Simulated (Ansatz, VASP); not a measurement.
**MgS in VASP and in Ansatz**

File INCAR:

```
SYSTEM = MgS
PREC = Accurate
ENCUT = 520
EDIFF = 1E-6
ISMEAR = 0
SIGMA = 0.01
LREAL = .FALSE.
LASPH = .TRUE.
NELM = 80
ALGO = Normal
ISIF = 2
LWAVE = .FALSE.
LCHARG = .FALSE.
GGA = PE
NBANDS = 11
```

KPOINTS

```
Automatic mesh
0
G
  6 6 6
  0 0 0
```

File POSCAR:

```
MgS
1.0
    0.0000000000      2.8768128616      2.8768128616
    2.8768128616      0.0000000000      2.8768128616
    2.8768128616      2.8768128616      0.0000000000
Mg S
1 1
Direct
    0.0000000000      0.0000000000      0.0000000000
    0.7500000000      0.7500000000      0.7500000000
```

Input for Ansatz:

```yaml
crystal:
  lattice:
    - [0.0, 2.8768128616, 2.8768128616]
    - [2.8768128616, 0.0, 2.8768128616]
    - [2.8768128616, 2.8768128616, 0.0]
  atoms:
    - { symbol: Mg, position: [0.0, 0.0, 0.0] }
    - { symbol: S, position: [0.75, 0.75, 0.75] }
kpoints:
  mp_grid: { grid: [6, 6, 6] }
hamiltonian:
  xc: pbe
scf:
  occupations: { method: fixed }
  n_extra_bands: 4
output:
  forces: true
  stress: true
  eigenvalues: true
```

Alike in both runs: task single point; functional PBE; k mesh 6 × 6 × 6; no spin polarisation.

|  | VASP | Ansatz |
| --- | --- | --- |
| version | VASP 6.6.1 | Ansatz 0.2.0 |
| potentials or method | VASP PAW PBE potentials, release 64 (Mg, S) | plane waves, PAW |
| plane-wave cutoff (eV) | 520 | 420 |
| occupations | gaussian, width 0.01 eV | fixed |
| valence electrons in the cell | 8 | 16 |

Ansatz gave:

- gap on the k mesh at the Fermi level (eV): 3.23
- pressure (GPa): -1.5

Estimate VASP's values.

gap on the k mesh at the Fermi level (eV): 3.22; pressure (GPa): -1.7.

The two sets of potentials don't hold the same shells in valence.

A hybrid or GW would open this gap; PBE tends to underestimate it.
